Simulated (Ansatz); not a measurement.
How far is PAW off for AgCl?

```xyz
2
Lattice="3.4340 0.0000 0.0000 0.0000 3.4340 0.0000 0.0000 0.0000 3.4340" Properties=species:S:1:pos:R:3 pbc="T T T"
Ag    0.0000    0.0000    0.0000
Cl    1.7170    1.7170    1.7170
```

Atoms are numbered in the order listed.

The cell is the one relaxed in the Materials Project (mp-726265), not relaxed further here; entries there can be hypothetical.

Methods: DFT, PBEsol, PAW with Ansatz's default frozen-core files, scalar-relativistic (Ansatz 0.2.0); DFT, PBEsol, all-electron PAW with datasets made for the crystal, scalar-relativistic (Ansatz 0.2.0); DFT, PBEsol, all-electron LAPW, scalar-relativistic (Ansatz 0.2.0).

For PAW: a Γ-centred 9×9×9 k mesh, Fermi–Dirac smearing of 0.01 eV, cutoff 420 eV, no spin polarisation; the PAW files were made with PBE, and the program remakes their frozen cores for this functional. The crystal-made all-electron datasets (AE datasets) take a cutoff of 260 eV at this cell. LAPW targets a basis error of 1 meV/atom. The Ansatz runs share mesh, smearing and spin set-up. Plane-wave (PAW) pressures include the program's estimate of the Pulay term.

Stress and pressure are positive in compression.

Levels count from the top of the valence band.

```
                      quantity     PAW  AE datasets    LAPW
                pressure (GPa)   -4.60        -4.59   -4.59
                 band gap (eV)   0.409        0.411   0.411
highest filled level at M (eV)  -0.885       -0.885  -0.885
  lowest empty level at M (eV)   2.663        2.664   2.664
highest filled level at R (eV)  -0.178       -0.178  -0.178
  lowest empty level at R (eV)   4.597        4.599   4.599
highest filled level at Γ (eV)  -1.525       -1.524  -1.524
  lowest empty level at Γ (eV)   0.409        0.411   0.411
```

PAW's pressure differs from the LAPW value by about 0.01 GPa or less.
